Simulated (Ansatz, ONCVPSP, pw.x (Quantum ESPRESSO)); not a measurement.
**pw.x on fcc Li: one setting changed**

Potential: optimised norm-conserving Vanderbilt (ONCV), ONCVPSP 4.0.1, PBE; core none, reference 1s2 2s1; waves: 1s+2s: rc 1.35 bohr, ncon 4, nbas 7, qcut 9.1 1/bohr, 2 projectors; p scattering state at 0.33 Ha: rc 1.18 bohr, ncon 3, nbas 6, qcut 6.6 1/bohr, 2 projectors, debl 0.8 Ha; d scattering state at 0.43 Ha: rc 1.30 bohr, ncon 5, nbas 9, qcut 7.6 1/bohr, 2 projectors, debl 3.3 Ha; local part: polynomial inside 1.00 bohr (lpopt 5, dvloc0 0 Ha); core correction: none.

The reference run (k-mesh 13³, cutoffs 85/340 Ry, Fermi–Dirac 0.01 Ry, mixing_beta 0.4, conv_thr 1e-9, no spin) gives -0.04 GPa at 20.348 Å³/atom, where all-electron LAPW gives -0.05 GPa. This run, with its own iteration cap, changes k-mesh points per axis to 3.

```
&control
  calculation='scf', prefix='x', pseudo_dir='./', outdir='./tmp', tstress=.true., disk_io='none'
/
&system
  ibrav=0, nat=1, ntyp=1, ecutwfc=85, ecutrho=340, nbnd=8,
  occupations='smearing', smearing='fd', degauss=0.01
/
&electrons
  conv_thr=1e-09, mixing_beta=0.4, electron_maxstep=70
/
ATOMIC_SPECIES
Li 1.0 Li.UPF
CELL_PARAMETERS angstrom
  0.00000000 2.16685863 2.16685863
  2.16685863 0.00000000 2.16685863
  2.16685863 2.16685863 0.00000000
ATOMIC_POSITIONS crystal
Li 0.0000 0.0000 0.0000
K_POINTS automatic
3 3 3 0 0 0
```

```bash
pw.x < Li.scf.in > Li.scf.out
```

Question: How does the run end?

Answer: It converges in 5 iterations; the free energy moves by -141.0 meV/atom and the pressure by -0.41 GPa.

```
Message from routine setup:
     using ibrav=0 with symmetry is DISCOURAGED, use correct ibrav instead
     lattice parameter (alat)  =       5.7909  a.u.
     unit-cell volume          =     137.3151 (a.u.)^3
     number of electrons       =         3.00
     number of Kohn-Sham states=            8
     kinetic-energy cutoff     =      85.0000  Ry
     charge density cutoff     =     340.0000  Ry
     scf convergence threshold =      1.0E-09
     Exchange-correlation= PBE
     number of k points=     4  Fermi-Dirac smearing, width (Ry)=  0.0100
     iteration #  1     ecut=    85.00 Ry     beta= 0.40
     total energy              =     -14.49662014 Ry
     estimated scf accuracy    <       0.00029382 Ry
     iteration #  2     ecut=    85.00 Ry     beta= 0.40
     total energy              =     -14.49658303 Ry
     estimated scf accuracy    <       0.00009506 Ry
     iteration #  3     ecut=    85.00 Ry     beta= 0.40
     total energy              =     -14.49658823 Ry
     estimated scf accuracy    <       0.00000087 Ry
     iteration #  4     ecut=    85.00 Ry     beta= 0.40
     total energy              =     -14.49658830 Ry
     estimated scf accuracy    <          5.2E-09 Ry
     iteration #  5     ecut=    85.00 Ry     beta= 0.40
     the Fermi energy is     0.1935 ev
!    total energy              =     -14.49658830 Ry
     estimated scf accuracy    <          6.2E-10 Ry
     smearing contrib. (-TS)   =      -0.00256111 Ry
     The total energy is F=E-TS. E is the sum of the following terms:
     one-electron contribution =      -9.75287908 Ry
     hartree contribution      =       3.67979620 Ry
     xc contribution           =      -3.38235056 Ry
     ewald contribution        =      -5.03859376 Ry
     convergence has been achieved in   5 iterations
          total   stress  (Ry/bohr**3)                   (kbar)     P=       -4.48
     Message from routine punch:
     Nothing written, as per user request (disk_io='none')
```

The run took about 1.7 s on one core of a shared host (Intel(R) Xeon(R) 6975P-C, 192 threads, 378 GiB, load 112).
